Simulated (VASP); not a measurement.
# Ru (P6_3/mmc) in VASP: notebook

Runs on Ru. Level: LDA. Tasks: relaxation of shape and atoms at fixed volume.

All numbers are computed with VASP 6.6.1; they aren't measurements. Logs are shortened: lines on timing, memory, paths and dates and some standing lists are left out, and cuts for length are marked.

**1. Starting point**

The structure is hexagonal, space group P6_3/mmc (No. 194). Conventional cell: a = 2.675 Å, b = 2.675 Å, c = 4.235 Å, α = 90.00°, β = 90.00°, γ = 120.00°. Ru (site symmetry -6m2) is surrounded by 12 Ru at 2.62 to 2.67 Å.

**2. Relaxation of shape and atoms at fixed volume, LDA**

Input file INCAR:

```
ALGO = Normal
EDIFF = 1E-7
EDIFFG = -0.01
ENCUT = 600
GGA = CA
IBRION = 2
ISIF = 4
ISMEAR = 1
LASPH = True
LCHARG = False
LREAL = False
LWAVE = False
NELM = 80
NSW = 40
PREC = Accurate
SIGMA = 0.1
```

Input file KPOINTS:

```
k-points
0
Gamma
  15 15 9
```

Input file POSCAR:

```
Ru                                      
1.0
    2.6745383484      0.0000000000      0.0000000000
   -1.3372691742      2.3162181531     -0.0000000000
   -0.0000000000      0.0000000000      4.2350901975
  Ru            
     2
Direct
     0.3333333332999970    0.6666666667000030    0.2500000000000000
     0.6666666667000030    0.3333333332999970    0.7500000000000000
```

Potentials or basis: VASP PAW LDA potentials, release 64 (Ru_pv).

The run is started by

```
$ cat potpaw_LDA.64/Ru_pv/POTCAR > POTCAR
$ mpirun -np 1 vasp_std > vasp.out
```

OUTCAR:

```text
EDIFF = 1E-7
   EDIFFG = -0.01
   ENCUT = 600
   GGA = CA
   IBRION = 2
   ISIF = 4
   ISMEAR = 1
   LASPH = True
   LREAL = False
   NELM = 80
   NSW = 40
   PREC = Accurate

 ion  position               nearest neighbor table
   1  0.333  0.667  0.250-   2 2.62   2 2.62   2 2.62   2 2.62   2 2.62   2 2.62
   2  0.667  0.333  0.750-   1 2.62   1 2.62   1 2.62   1 2.62   1 2.62   1 2.62

  LATTYP: Found a hexagonal cell.
 ALAT       =     2.6745383484
 C/A-ratio  =     1.5834845666

  Lattice vectors:

 A1 = (   2.6745383484,   0.0000000000,   0.0000000000)
 A2 = (  -1.3372691742,   2.3162181531,   0.0000000000)
 A3 = (   0.0000000000,   0.0000000000,   4.2350901975)

Analysis of symmetry for initial positions (statically):
=====================================================================
 Subroutine PRICEL returns:
 Original cell was already a primitive cell.

 Routine SETGRP: Setting up the symmetry group for a
 hexagonal supercell.

 Subroutine GETGRP returns: Found 24 space group operations
 (whereof 12 operations were pure point group operations)
 out of a pool of 24 trial point group operations.

The static configuration has the point symmetry D_3d.
 The point group associated with its full space group is D_6h.

Analysis of symmetry for dynamics (positions and initial velocities):
=====================================================================
 Subroutine PRICEL returns:
 Original cell was already a primitive cell.

 Routine SETGRP: Setting up the symmetry group for a
 hexagonal supercell.

 Subroutine GETGRP returns: Found 24 space group operations
 (whereof 12 operations were pure point group operations)
 out of a pool of 24 trial point group operations.

The dynamic configuration has the point symmetry D_3d.
 The point group associated with its full space group is D_6h.

 Subroutine INISYM returns: Found 24 space group operations
 (whereof 12 operations are pure point group operations),
 and found     1 'primitive' translations

----------------------------------------------------------------------------------------

                                     Primitive cell

  volume of cell :      26.2356

  direct lattice vectors                    reciprocal lattice vectors
     2.674538348  0.000000000  0.000000000     0.373896303  0.215869131  0.000000000
    -1.337269174  2.316218153  0.000000000     0.000000000  0.431738262  0.000000000
     0.000000000  0.000000000  4.235090197     0.000000000  0.000000000  0.236122480

[... 80 lines left out ...]
   LASPH  =      T    aspherical Exc in radial PAW
   ENCUT  =  600.0 eV  44.10 Ry    6.64 a.u.   5.34  5.34  8.46*2*pi/ulx,y,z
   NELM   =     80;   NELMIN=  2; NELMDL= -5     # of ELM steps
   EDIFF  = 0.1E-06   stopping-criterion for ELM
   LREAL  =      F    real-space projection
   EDIFFG = -.1E-01   stopping-criterion for IOM
   NSW    =     40    number of steps for IOM
   IBRION =      2    ionic relax: 0-MD 1-quasi-New 2-CG
   NFREE  =      1    steps in history (QN), initial steepest desc. (CG)
   ISIF   =      4    stress and relaxation
   ISYM   =      2    0-nonsym 1-usesym 2-fastsym
   POTIM  = 0.5000    time-step for ionic-motion
   TEBEG  =    0.0;   TEEND  =   0.0 temperature during run
   PSTRESS=    0.0 pullay stress
   NELECT =      28.0000    total number of electrons
   NUPDOWN=      -1.0000    fix difference up-down
   EMIN   =  10.00;   EMAX   =-10.00  energy-range for DOS
   EFERMI =   0.00;   METHOD = LEGACY
   ISMEAR =     1;   SIGMA  =   0.10  broadening in eV -4-tet -1-fermi 0-gaus
   EFERMI_NEDOS =   21; number of points for ismear=-14 and -15
   IALGO  =     38    algorithm
   IMIX   =      4    mixing-type and parameters
     AMIX     =   0.40;   BMIX     =  1.00
     AMIX_MAG =   1.60;   BMIX_MAG =  1.00
  volume/ion in A,a.u.               =      13.12        88.52
  Fermi-wavevector in a.u.,A,eV,Ry     =   1.673005  3.161521 38.081960  2.798945
  Thomas-Fermi vector in A             =   2.758052
   LORBIT       =      0    0 simple, 1 ext, 2 COOP (PROOUT), +10 PAW based schemes
   GGA     = CA    functional components
   LHFCALC =     F    Hartree Fock is set to
   AEXX    =    0.0000 exact exchange contribution
   IVDW    =     0    specifies the selected vdW correction
   LEPSILON=     F    determine dielectric tensor
   LRPA    =     F    only Hartree local field effects (RPA)
 conjugate gradient relaxation of ions
 non-spin polarized calculation
 Methfessel and Paxton  Order N= 1 SIGMA  =   0.10
  energy-cutoff  :      600.00
  volume of cell :       26.24
 maximum number of plane-waves:       899
 NGX is ok and might be reduce to    24
   NGX = 11   NGY = 11   NGZ = 17

 number of electron      27.9999993 magnetization

 Free energy of the ion-electron system (eV)
  ---------------------------------------------------
  ext. energy  EPLUGINS =         0.00000000
  ---------------------------------------------------
  free energy    TOTEN  =       -21.39500049 eV

  energy without entropy =      -21.39362671  energy(sigma->0) =      -21.39454256

 E-fermi :  13.3149     XC(G=0): -14.5934

 val. band max:       13.3115612151   @ k =   0.2667   0.0000   0.3333
 cond. band min:      13.3450948214   @ k =   0.4667   0.0667   0.3333
 fundamental gap:      0.0335336063
 Fermi energy:        13.3149173568

 k-point     1 :       0.0000    0.0000    0.0000
  band No.  band energies     occupation
      1     -30.2610      2.00000
      2     -29.2034      2.00000
      3     -29.2034      2.00000
      4     -29.0118      2.00000
      5     -29.0118      2.00000
      6     -28.9614      2.00000
[... 481 lines left out ...]
      5     -29.3630      2.00000
      6     -29.3411      2.00000
[... 10 lines left out ...]
     17      18.9140      0.00000
     18      20.4014      0.00000

 [... further k-points ...]
[... 5 lines left out ...]
  --------------------------------------------------------------------------------------
  -------------------------------------------------------------------------------------
  Total        0.0000721      0.0000721     -0.0115809     -0.0000000      0.0000000      0.0000000
  in kB        0.0044034      0.0044034     -0.7072298     -0.0000000      0.0000000      0.0000000
  external PRESSURE =      -0.2328077 kB  Pullay stress =       0.0000000 kB

 VOLUME and BASIS-vectors are now :
 -----------------------------------------------------------------------------
  energy-cutoff  :      600.00
  volume of cell :       26.24
      direct lattice vectors                 reciprocal lattice vectors
     2.674538348  0.000000000  0.000000000     0.373896303  0.215869131  0.000000000
    -1.337269174  2.316218153  0.000000000     0.000000000  0.431738262  0.000000000
     0.000000000  0.000000000  4.235090197     0.000000000  0.000000000  0.236122480

 POSITION                                       TOTAL-FORCE (eV/Angst)
 -----------------------------------------------------------------------------------
     -0.00000      1.54415      1.05877        -0.000000      0.000000      0.000000
      1.33727      0.77207      3.17632         0.000000      0.000000      0.000000
 -----------------------------------------------------------------------------------
    total drift:                               -0.000000      0.000000     -0.000000

  FREE ENERGIE OF THE ION-ELECTRON SYSTEM (eV)
  ---------------------------------------------------
  free  energy   TOTEN  =       -21.3950004923 eV

  energy  without entropy=      -21.3936267054  energy(sigma->0) =      -21.39454256

 reached required accuracy - stopping structural energy minimisation
```

OSZICAR:

```text
N       E                     dE             d eps       ncg     rms          rms(c)
DAV:   1     0.308053852347E+03    0.30805E+03   -0.19594E+04  4868   0.193E+03
DAV:   2    -0.153834119986E+02   -0.32344E+03   -0.31781E+03  5148   0.526E+02
DAV:   3    -0.227555667219E+02   -0.73722E+01   -0.71972E+01  5128   0.849E+01
DAV:   4    -0.228490084195E+02   -0.93442E-01   -0.91810E-01  5820   0.786E+00
DAV:   5    -0.228503924331E+02   -0.13840E-02   -0.13839E-02  5238   0.907E-01    0.200E+01
DAV:   6    -0.215085868611E+02    0.13418E+01   -0.35932E+00  4910   0.196E+01    0.535E+00
DAV:   7    -0.214072818606E+02    0.10131E+00   -0.26744E-01  5012   0.477E+00    0.126E+00
DAV:   8    -0.213949286824E+02    0.12353E-01   -0.97604E-03  4980   0.124E+00    0.659E-02
DAV:   9    -0.213949776571E+02   -0.48975E-04   -0.40330E-04  6264   0.208E-01    0.300E-02
DAV:  10    -0.213950003811E+02   -0.22724E-04   -0.95048E-06  5196   0.283E-02    0.486E-03
DAV:  11    -0.213950005192E+02   -0.13804E-06   -0.66776E-07  5966   0.760E-03    0.236E-03
DAV:  12    -0.213950004923E+02    0.26848E-07   -0.37614E-08  2680   0.217E-03
   1 F= -.21395000E+02 E0= -.21394543E+02  d E =-.213950E+02
```

CONTCAR:

```text
Ru
   1.00000000000000
     2.6745383484000000    0.0000000000000000    0.0000000000000000
    -1.3372691742000000    2.3162181530999999    0.0000000000000000
     0.0000000000000000    0.0000000000000000    4.2350901974999999
  Ru
     2
Direct
     0.3333333332999970    0.6666666667000030    0.2500000000000000
     0.6666666667000030    0.3333333332999970    0.7500000000000000

  0.00000000E+00  0.00000000E+00  0.00000000E+00
  0.00000000E+00  0.00000000E+00  0.00000000E+00
```

Wall time 38 s (1 thread of Intel Xeon Platinum 8488C (Sapphire Rapids), shared host); peak memory 0.19 GiB.

What came out:

- Free energy: -21.3950 eV
- Pressure after relaxing: 0.0 GPa
- Band gap on the k mesh: none (metal or under the smearing width)

Final structure:
```
CELL_PARAMETERS angstrom
2.67454 0.00000 0.00000
-1.33727 2.31622 0.00000
0.00000 0.00000 4.23509
ATOMIC_POSITIONS crystal
Ru 0.33333 0.66667 0.25000
Ru 0.66667 0.33333 0.75000
```

Caveat: the relaxation stopped at its first step, so nothing moved.

**3. Relaxation of shape and atoms at fixed volume, LDA (a relaxed cell with its volume scaled by 1.02)**

INCAR is that of step 2.

KPOINTS is that of step 2.

Input file POSCAR:

```
Ru                                      
1.0
    2.6922510390      0.0000000000      0.0000000000
   -1.3461255196      2.3315577932     -0.0000000000
   -0.0000000000      0.0000000000      4.2631379698
  Ru            
     2
Direct
     0.3333333332999970    0.6666666667000030    0.2500000000000000
     0.6666666667000030    0.3333333332999970    0.7500000000000000
```

Potentials or basis: VASP PAW LDA potentials, release 64 (Ru_pv).

The run is started by

```
$ cat potpaw_LDA.64/Ru_pv/POTCAR > POTCAR
$ mpirun -np 1 vasp_std > vasp.out
```

Wall time 86 s (1 thread of Intel Xeon Platinum 8488C (Sapphire Rapids), shared host); peak memory 0.19 GiB.

It converged, with:

| Property | Result |
| --- | --- |
| Free energy | -21.3839 eV |
| Energy gained by relaxing | 0.0 meV/atom |
| Ionic steps | 3 |
| Pressure after relaxing | -6.9 GPa |
| Band gap on the k mesh | none (metal or under the smearing width) |

Final structure:
```
Ru
1.0
     2.69326    0.00000    0.00000
    -1.34663    2.33243    0.00000
     0.00000    0.00000    4.25995
Ru
2
Cartesian
  0.0000 1.5550 1.0650
  1.3466 0.7775 3.1950
```

Levels at points of the mesh, in eV from the Fermi level:
| k point | band 10 | band 11 | band 12 | band 13 | band 14 | band 15 | band 16 | band 17 | band 18 |
| --- | --- | --- | --- | --- | --- | --- | --- | --- | --- |
| (0.00, 0.00, 0.00) | -2.65 | -2.46 | -1.95 | -1.95 | -1.41 | -1.41 | 1.24 | 1.24 | 1.34 |
